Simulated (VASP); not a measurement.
# Zr: intraband terms of a metal's spectrum

Zr, Im-3m (no. 229), 1 atom in the cell. PBE, independent-particle dielectric function; PAW potentials Zr_sv (PBE set).

## Input

INCAR.step1:
```
SYSTEM = Zr
EDIFF = 1E-7
ENCUT = 270
ISMEAR = 1
KPAR = 4
LASPH = .True.
LCHARG = .True.
LMAXMIX = 4
LWAVE = .False.
PREC = Accurate
SIGMA = 0.1
```

INCAR.step2:
```
SYSTEM = Zr
CSHIFT = 0.1
EDIFF = 1E-6
ENCUT = 270
ICHARG = 11
ISMEAR = 0
KPAR = 4
LASPH = .True.
LCHARG = .False.
LMAXMIX = 4
LWAVE = .True.
NBANDS = 20
NEDOS = 3000
OMEGAMAX = 30
PREC = Accurate
SIGMA = 0.3
```

INCAR.step3, as INCAR.step2 but for:
```
- LWAVE = .True.
+ ALGO = None
+ ISTART = 1
+ LOPTICS = .True.
+ LWAVE = .False.
+ NELM = 1
```

INCAR.step4, as INCAR.step3 but for:
```
+ WPLASMAI = 0.03
```

INCAR.step5 to INCAR.step6 change the same tag again: WPLASMAI = 0.1, 0.3.

INCAR.step7, as INCAR.step6 but for:
```
- WPLASMAI = 0.3
+ RTIME = 1
```

INCAR.step8, as INCAR.step7 but for:
```
- RTIME = 1
+ RTIME = 5
```

INCAR.step9, as INCAR.step8 but for:
```
- RTIME = 5
+ LNABLA = .True.
```

INCAR.step10, as INCAR.step9 but for:
```
- ISMEAR = 0
- LNABLA = .True.
+ ISMEAR = -5
```

KPOINTS.step1:
```
k-points
0
Gamma
  10 10 10
```

KPOINTS.step2:
```
k-points
0
Gamma
  21 21 21
```

POSCAR:
```
Zr
1.0
   -1.8100000000      1.8100000000      1.8100000000
    1.8100000000     -1.8100000000      1.8100000000
    1.8100000000      1.8100000000     -1.8100000000
Zr
1
Direct
    0.0000000000      0.0000000000      0.0000000000
```

Commands (each step's output is kept before the next begins):
```
cat potpaw_PBE.64/Zr_sv/POTCAR > POTCAR
cp INCAR.step1 INCAR
cp KPOINTS.step1 KPOINTS
mpirun -np 4 vasp_std > vasp.out
cp INCAR.step2 INCAR
cp KPOINTS.step2 KPOINTS
mpirun -np 4 vasp_std > vasp.out
cp INCAR.step3 INCAR
mpirun -np 4 vasp_std > vasp.out
cp INCAR.step4 INCAR
mpirun -np 4 vasp_std > vasp.out
cp INCAR.step5 INCAR
mpirun -np 4 vasp_std > vasp.out
cp INCAR.step6 INCAR
mpirun -np 4 vasp_std > vasp.out
cp INCAR.step7 INCAR
mpirun -np 4 vasp_std > vasp.out
cp INCAR.step8 INCAR
mpirun -np 4 vasp_std > vasp.out
cp INCAR.step9 INCAR
mpirun -np 4 vasp_std > vasp.out
cp INCAR.step10 INCAR
mpirun -np 4 vasp_std > vasp.out
```

## Result

- Bands: 20

One ground state, settings moved in the last step alone:

| Settings | Plasma frequency (eV) | Im ε at 0.5 eV | Im ε at 1 eV | Im ε at 2 eV | Im ε at 4 eV | Time (s) |
|---|---|---|---|---|---|---|
| interband part alone | 6.39 | 65.5 | 25.6 | 10.9 | 14.4 | 8 |
| Drude term, WPLASMAI 0.03 | 6.39 | 75.3 | 26.8 | 11.1 | 14.4 | 8 |
| Drude term, WPLASMAI 0.1 | 6.39 | 96.9 | 29.7 | 11.4 | 14.5 | 9 |
| Drude term, WPLASMAI 0.3 | 6.39 | 137.6 | 36.9 | 12.4 | 14.6 | 7 |
| relaxation time RTIME 1 fs | 6.39 | 144.2 | 44.4 | 14.0 | 14.8 | 8 |
| relaxation time RTIME 5 fs | 6.39 | 105.8 | 30.9 | 11.6 | 14.5 | 7 |
| transversal form (LNABLA) | 6.28 | 64.2 | 25.0 | 10.5 | 14.0 | 7 |
| tetrahedron method | – | – | – | – | – | no result |

VASP 6.6.1 took 69 s on 4 cores (Intel Xeon Platinum 8375C @ 2.90GHz (Ice Lake)), a shared host.
